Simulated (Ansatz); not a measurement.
Ge: computed properties

These are results of DFT PBE, scalar-relativistic, plane waves, PAW (Ansatz 0.2.0), not measurements.

Plane waves to 420 eV, a k mesh through Γ of 8×8×6 on the computed 8-atom cell and Gaussian smearing (0.10 eV); no spin polarisation.

The structure is relaxed at this level of theory with its symmetry kept, and needn't be the ground state of this composition.

```
Ge
1.0
     3.52090   -4.07622    0.00000
     3.52090    4.07622    0.00000
     0.00000    0.00000    7.06568
Ge
8
Direct
  0.31227 0.04534 0.41118
  0.45466 0.18773 0.08882
  0.04534 0.31227 0.58882
  0.18773 0.45466 0.91118
  0.95466 0.68773 0.41118
  0.68773 0.95466 0.58882
  0.81227 0.54534 0.08882
  0.54534 0.81227 0.91118
```

| Quantity | Value |
| --- | --- |
| Space group | Cmce (No. 64) |
| Volume per atom | 171.1 bohr³ |
| Energy over the standard state (uncorrected) | +0.083 eV/atom |
| Kohn–Sham band gap | zero, with almost no states at the Fermi level |
| Density of states at the Fermi level | 0.0 states/eV per cell |
| Orbital (Löwdin) character within 0.5 eV of the Fermi level | Ge 4p 80 %, Ge 4s 17 % |
| Bader charge by site (e) | Ge (8 in the cell) 0.00 |

Another cell of Ge relaxed alike, in P6_3/mmc, lies 82 meV/atom lower, so this cell isn't the stable form at this level.

The cell was found from a structure generator's guess, not taken from experiment. Löwdin shares on free-atom orbitals overweight diffuse shells.
